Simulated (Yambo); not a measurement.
## BN in Yambo: convergence with bands in self energy

The system is BN.

```
N B
1.0
     0.00000    1.81300    1.81300
     1.81300    0.00000    1.81300
     1.81300    1.81300    0.00000
N B
1 1
Direct
  0.25000 0.25000 0.25000
  0.00000 0.00000 0.00000
```

The cell is a database's computed one.

- Program: Yambo 5.3.0
- Task: G0W0 quasiparticle levels
- Functional: PBE
- Potentials or basis: PseudoDojo 0.4.1 SR PBE standard
- Cutoff: 1143 eV
- Density cutoff: 4572 eV
- k mesh: 8 × 8 × 8
- Occupations: fixed
- Spin: no spin polarisation
- k mesh of the self-consistent run: 12 × 12 × 12
- Random integration of the Coulomb term: yes
- Direction of the field or of q to 0: x + y + z
- Broadening: 0.1 eV
- States corrected: Γ and the k points of the band edges
- Frequency dependence of W: plasmon pole
- Terminator of the band sum in the self-energy: none
- Quasiparticle equation: linearised (Newton)
- Imaginary frequency of the plasmon-pole fit: 27.2114 eV
- Bands in the response: 404
- Bands in the self-energy: 24
- Cutoff of the response matrix: 15 Ry
- Cutoff of exchange and Vxc: 84 Ry
- Bands corrected (first, last): [3, 5]

These are the settings of the first run; the series varies bands in self energy, with any setting tied to it.

```csv
bands in self energy,quasiparticle gap at the points computed (eV)
24,5.838
44,5.932
84,5.996
404,6.029
```

Against the tightest run, the quasiparticle gap at the points computed stays within 0.05 eV from 84 on. The tightest run that finished is the yardstick and may itself not be fully converged.

Caveat, for the tightest run too: this version prints the column dSc/dw multiplied by 27.2.
